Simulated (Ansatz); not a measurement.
# AlNi: the cost of one run

Program: Ansatz 0.2.0. Level of theory: DFT PBE, scalar-relativistic, plane waves, PAW. These are calculated values, not measurements.

4 further runs of the same task are left out: 2 that didn't finish, 2 set aside as unsound or not needed.

## 1. Starting point

Symmetry: P4/mmm, No. 123, tetragonal system. The conventional cell has a = 2.889 Å, b = 2.889 Å, c = 2.901 Å, α = 90.00°, β = 90.00°, γ = 90.00°. Al (site symmetry 4/mmm) is surrounded by 8 Ni at 2.51 Å. Ni (site symmetry 4/mmm) has 8 Al at 2.51 Å as nearest neighbours.

Structure file:

```
CELL_PARAMETERS angstrom
2.04281 -2.04281 0.00000
2.04281 2.04281 0.00000
0.00000 0.00000 2.90114
ATOMIC_POSITIONS crystal
Al 0.00000 0.00000 0.00000
Ni 0.50000 0.50000 0.50000
```

It goes back to an entry of the Materials Project, which need not be the stable form.

This cell was relaxed beforehand with the same method: volume 12.11 Å³/atom, gap on the mesh none (metal).

## 2. Relaxing to 0.001 eV/Å, with the smearing for a metal

Response runs need a geometry at rest under their own mesh and occupations; hence this stricter relaxation.

Input file input.yaml:

```yaml
crystal:
  lattice:
    - [2.0428069419, -2.0428126726, 0.0]
    - [2.0428069419, 2.0428126726, 0.0]
    - [0.0, 0.0, 2.9011416507]
  atoms:
    - { symbol: Al, position: [0.0, 0.0, 0.0] }
    - { symbol: Ni, position: [0.5, 0.5, 0.5] }
basis:
  ecutwfc: 420
kpoints:
  mp_grid: { grid: [16, 16, 14] }
hamiltonian:
  xc: pbe
scf:
  occupations: { method: fermi_dirac, width: 0.15 }
output:
  forces: true
  stress: true
  eigenvalues: true
relax:
  adjacent_minimum: "off"
  f_tol: 0.001
  max_steps: 60
  cell: { stress_tol: 0.01 }
```

Started as:

```sh
ansatz run input.yaml --threads 1 --pin off --max-ram 3072MiB --backend cpu --events-out ev --progress --plain --runs-dir out
```

What time and memory should one allow on 1 thread of AMD EPYC 9R45 (Zen 5), shared host?

About 10 s, with a peak of 0.49 GiB.
